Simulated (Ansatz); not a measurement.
System: fluorite SrF₂. Method: r²SCAN (PAW; Ansatz, a quantum-chemistry and plane-wave program).

Numerical settings: plane-wave cutoff 560 eV, 10×10×10 k mesh, Fermi–Dirac smearing 0.01 eV, scalar-relativistic PAW data made under PBE.

Pressure at four volumes; x = ln(V/16.177 Å³). One pressure is withheld.

```tsv
V (Å³/atom)	x	P (GPa)
15.206	-0.0619	?
15.529	-0.0409	3.33
16.177	0.0000	0.00
17.147	0.0582	-3.78
```

Task: Pass a parabola P(x) through the three rows shown, estimate the bulk modulus and its pressure derivative near zero pressure, and predict the withheld pressure.

Result: Slopes between the rows: (0.00 − (3.33))/(0.0000 − (-0.0409)) = -81.42 and (-3.78 − (0.00))/(0.0582 − (0.0000)) = -64.95 GPa. Their difference over the span 0.0991 is c = 16.47/0.0991 = 166.2 GPa, so P(x) = 3.33 + (-81.42)(x − (-0.0409)) + 166.2 (x − (-0.0409))(x − (0.0000)). At the middle row B = −dP/dx = −[-81.42 + 166.2 × 0.0409] = 74.6 GPa, and B′ = dB/dP = 2c/B = 4.5. At x = -0.0619 the parabola gives 5.26 GPa; the run gives 5.31 GPa. The Birch–Murnaghan fit to the energies at all volumes has B0 = 74.2 GPa and B′ = 4.6.

Measured, for comparison: bulk modulus 69 GPa (temperature not stated, no zero-point or thermal correction; as tabulated in On the Morphology of Group II Metal Fluoride Nanocrystals at Finite Temperature …). Computed less measured: bulk modulus +8 %.
